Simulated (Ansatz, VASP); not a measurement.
**One calculation of B, two programs**

Contents of POSCAR:

```
B
1.0
    1.9092862419      0.0000000000      0.0000000000
    0.0000000000      1.9092862419      0.0000000000
    0.0000000000      0.0000000000      1.9092862419
B
1
Direct
    0.0000000000      0.0000000000      0.0000000000
```

Contents of INCAR.step1:

```
SYSTEM = B
PREC     = Accurate       ! precision mode
ENCUT    = 520            ! plane-wave cutoff, eV
ISMEAR   = -1             ! smearing method
SIGMA    = 0.1            ! smearing width, eV
LREAL    = .False.        ! projectors in reciprocal space
LASPH    = .True.         ! aspherical terms in the spheres
NELM     = 80             ! most SCF steps
NBANDS   = 8              ! bands
GGA      = PE             ! functional
ALGO     = Normal         ! electronic algorithm
EDIFF    = 1E-4           ! SCF threshold, eV
LWAVE    = .True.         ! write WAVECAR
LCHARG   = .False.        ! write CHGCAR
```

File INCAR.step2:

```
SYSTEM = B
PREC     = Accurate       ! precision mode
ENCUT    = 520            ! plane-wave cutoff, eV
EDIFF    = 1E-6           ! SCF threshold, eV
ISMEAR   = -1             ! smearing method
SIGMA    = 0.1            ! smearing width, eV
LREAL    = .False.        ! projectors in reciprocal space
LASPH    = .True.         ! aspherical terms in the spheres
NELM     = 80             ! most SCF steps
ALGO     = Normal         ! electronic algorithm
ISIF     = 2              ! what is computed and relaxed
LWAVE    = .False.        ! write WAVECAR
LCHARG   = .False.        ! write CHGCAR
METAGGA  = R2SCAN         ! meta-GGA
LMIXTAU  = .True.       
NBANDS   = 8              ! bands
ISTART   = 1
```

File KPOINTS:

```
Automatic mesh
0
Gamma
  19 19 19
  0 0 0
```

Input for Ansatz:

```yaml
crystal:
  lattice:
    - [1.9092862419, 0.0, 0.0]
    - [0.0, 1.9092862419, 0.0]
    - [0.0, 0.0, 1.9092862419]
  atoms:
    - { symbol: B, position: [0.0, 0.0, 0.0] }
hamiltonian:
  xc: r2scan
  pseudopotentials:
    kind: paw
    azcp:
      B: "pseudopotentials/B.paw.azcp"
basis:
  ecutwfc: 500
  fft_grid_basis: typed
kpoints:
  mp_grid: { grid: [19, 19, 19], shift: [0, 0, 0] }
magnetization:
  spin_polarized: false
scf:
  occupations: { method: fermi_dirac, width: 0.1 }
  lower_state_search: "off"
output:
  stress: true
```

Alike in both runs: task single point; functional r2SCAN; k mesh 19 × 19 × 19; occupations fermi-dirac, width 0.1 eV; no spin polarisation.

|  | VASP | Ansatz |
| --- | --- | --- |
| version | VASP 6.6.1 | Ansatz 0.2.0 |
| potentials or method | VASP PAW PBE potentials, release 64 (B) | plane waves (500 eV) with PAW, scalar-relativistic |
| plane-wave cutoff (eV) | 520 | 500 |
| valence electrons in the cell | 3 | 3 |

```tsv
	VASP	Ansatz	Ansatz less VASP
pressure (GPa)	-8.3	-8.3	+0.06
```

With one functional, cell and mesh, what is left measures potentials, basis and numerics.

Caveats: the PAW data sets were made with another functional, which shifts forces and pressure a little (VASP).
